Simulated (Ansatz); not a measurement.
# Relaxing B2N

The calculation used Ansatz 0.2.0, DFT PBE, scalar-relativistic, plane waves, PAW. Cutoff 420 eV, Γ-centred k mesh, Gaussian smearing, no spin polarisation in the final step.

The start puts B2N on the sites of a reported Ti2Pd cell (I4/mmm, No. 139), with N in place of Pd, B in place of Ti, at a guessed volume.

```
B N
1.0
    -1.18945    1.18945    3.87015
     1.18945   -1.18945    3.87015
     1.18945    1.18945   -3.87015
B N
2 1
Direct
  0.34000 0.34000 0.00000
  0.66000 0.66000 0.00000
  0.00000 0.00000 0.00000
```

Cell and atoms relax at zero pressure; the relaxation can't lower the symmetry of the start. After a coarse first stage the cell is made exact in the group found at 0.06 Å.

The zero of energy is the elements' standard structures at the same level (N₂ as a molecule); no fitted shifts are applied.

Question: Which crystal results?

Answer: It keeps I4/mmm (No. 139). The result has the MoSi2 (C11b) structure. Conventional cell: a = 2.298 Å, c = 7.407 Å. B is coordinated by 1 B at 1.84 Å and 4 N at 1.87 Å; N is coordinated by 8 B at 1.87 Å.

```cif
data_structure
_symmetry_space_group_name_H-M 'I4/mmm'
_symmetry_Int_Tables_number 139
_cell_length_a 2.2977
_cell_length_b 2.2977
_cell_length_c 7.4072
_cell_angle_alpha 90.000
_cell_angle_beta 90.000
_cell_angle_gamma 90.000
_cell_volume 39.11
loop_
_atom_site_label
_atom_site_type_symbol
_atom_site_symmetry_multiplicity
_atom_site_Wyckoff_symbol
_atom_site_fract_x
_atom_site_fract_y
_atom_site_fract_z
_atom_site_occupancy
B1 B 4 e 0.00000 0.00000 0.37595 1
N1 N 2 a 0.00000 0.00000 0.00000 1
```

Question: What are its volume, energy, density and gap?

Answer: The volume per atom is 6.5 Å³ and the density is 3.0 g/cm³. The energy over the elements is 2.07 eV/atom and the gap on the 28×28×28 mesh is 0 eV (a metal).

The final run used a 28×28×28 mesh on its 3-atom cell and 0.10 eV smearing. The k mesh leaves about 4 meV/atom of noise in metals. Weakly bound directions are ill-defined at this level, which has no dispersion term. Symmetry constrained the relaxation, so the result can be a saddle point. The steps took about 2.3 core-minutes in all.